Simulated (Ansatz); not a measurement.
**Cd: equation of state**

The task here is to estimate one member of a computed series from the others.

Method: DFT PBE, scalar-relativistic, in Ansatz 0.2.0.

## The starting structure

The structure is hexagonal, space group P6_3/mmc (No. 194). The conventional cell has a = 2.979 Å, b = 2.979 Å, c = 5.618 Å, α = 90.00°, β = 90.00°, γ = 120.00°. Around Cd (site symmetry -6m2) lie 12 Cd at 2.98 to 3.29 Å.

Coordinates:

```
CELL_PARAMETERS angstrom
2.97887 0.00000 0.00000
-1.48944 2.57978 0.00000
0.00000 0.00000 5.61765
ATOMIC_POSITIONS crystal
Cd 0.33333 0.66667 0.25000
Cd 0.66667 0.33333 0.75000
```

The cell is a deposited one (Crystallography Open Database entry 9008490); the temperature and pressure of the measurement aren't taken into account, and nothing was relaxed.

Atoms are numbered in the order of the input: Cd1, Cd2.

Set-up of the first run:

Input file input.yaml:

```yaml
crystal:
  lattice:
    - [2.9185794238, 0.0, 0.0]
    - [-1.4592897118, 2.5275639239, 0.0]
    - [0.0, 0.0, 5.5039474349]
  atoms:
    - { symbol: Cd, position: [0.3333333333, 0.6666666667, 0.25] }
    - { symbol: Cd, position: [0.6666666667, 0.3333333333, 0.75] }
kpoints:
  mp_grid: { grid: [16, 16, 7] }
scf:
  occupations: { method: fermi_dirac, width: 0.05 }
hamiltonian:
  xc: pbe
  pseudopotentials: { kind: all_electron, lapw: { basis_error: 0.001 } }
output:
  forces: true
  stress: true
  eigenvalues: true
```

On the command line:

```
> ansatz run input.yaml --threads 1 --pin off --max-ram 2048MiB --backend cpu --events-out ev --progress --plain --runs-dir out
```

Steps of the session up to this table: Volume × 0.9405, LAPW; Volume × 0.9405, PAW; Volume × 0.9405, crystal datasets; Volume × 0.97, LAPW; Volume × 0.97, PAW; Volume × 1.03, LAPW; Volume × 1.03, PAW; Volume × 1.06, LAPW; Volume × 1.06, PAW; Volume × 1.06, crystal datasets.

One table of the session follows, with a row left open; its other results are not shown here.

| method | volume (Å³/atom) | pressure (GPa) |
| --- | --- | --- |
| LAPW | 20.301 | 7.40 |
| LAPW | 20.938 | ? |
| LAPW | 21.585 | 2.88 |
| LAPW | 22.233 | 1.19 |
| LAPW | 22.880 | -0.18 |
| PAW | 20.301 | 7.40 |
| PAW | 20.938 | 4.95 |
| PAW | 21.585 | 2.88 |
| PAW | 22.233 | 1.19 |
| PAW | 22.880 | -0.18 |
| crystal datasets | 20.301 | 7.40 |
| crystal datasets | 21.585 | 2.88 |
| crystal datasets | 22.880 | -0.18 |

Estimate the missing values for LAPW, 20.938.

**Answer.** pressure (GPa): 4.94. In the column «pressure (GPa)» it lies between crystal datasets, 21.585 (2.88) and PAW, 20.938 (4.95).

Limits of these values: Shape and positions are held, so a fully relaxed modulus can be lower. Warnings in the runs' records: gradients without spin orbit, crystal datasets made.
